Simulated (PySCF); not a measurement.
All of these have the formula C4H10O. Theory: TDDFT CAM-B3LYP/def2-SVPD, vertical, gas phase, core orbitals frozen in the response (PySCF). Geometries: GFN2-xTB; one conformer of each isolated species. Triplets are in the Tamm–Dancoff approximation.

A. `CCOCC`
B. `OCC(C)C`
C. `CCCOC`

Lowest singlet levels (six at most, fewer where fewer were computed) with oscillator strengths:

1. 178 nm (f 0.004); 152 nm (f 0.030); 147 nm (f 0.009); 146 nm (f 0.013); 142 nm (f 0.018); 136 nm (f 0.016); T1 6.66 eV
2. 173 nm (f 0.026); 155 nm (f 0.000); 151 nm (f 0.027); 147 nm (f 0.049); 146 nm (f 0.012); 139 nm (f 0.021); T1 6.97 eV
3. 173 nm (f 0.026); 156 nm (f 0.000); 151 nm (f 0.037); 149 nm (f 0.066); 141 nm (f 0.002); 138 nm (f 0.015); T1 6.98 eV

**Question.** Match each spectrum to its molecule.

**Answer.** 1 = B, 2 = C, 3 = A.
- A: S1 at 7.15 eV, HOMO→LUMO (90%); Löwdin shares by element: HOMO oxygen 58%, carbon 20% or more, hydrogen 5% or more (atoms not listed hold the other 17%); LUMO carbon 52% (atoms not listed hold the other 48%); HOMO -8.82 and LUMO 1.46 eV; point group C2v, 1 of its 6 listed states under f = 0.0005.
- B: S1 at 6.96 eV, HOMO→LUMO (78%), HOMO→LUMO+1 (15%); Löwdin shares by element: HOMO oxygen 54%, carbon 26% or more, hydrogen 7% or more; LUMO hydrogen 25% or more, oxygen 21%, carbon 11% or more (atoms not listed hold the other 43%); HOMO -9.29 and LUMO 1.24 eV.
- C: S1 at 7.16 eV, HOMO→LUMO (73%), HOMO→LUMO+1 (18%); Löwdin shares by element: HOMO oxygen 60%, carbon 20% or more, hydrogen 5% or more (atoms not listed hold the other 15%); LUMO carbon 44% or more, hydrogen 7% or more (atoms not listed hold the other 49%); HOMO -8.86 and LUMO 1.43 eV; point group Cs, 1 of its 6 listed states under f = 0.0005.
A and C have S1 within 0.01 eV of each other; their strongest listed levels stand at 8.33 eV (f 0.066) and 8.43 eV (f 0.049).
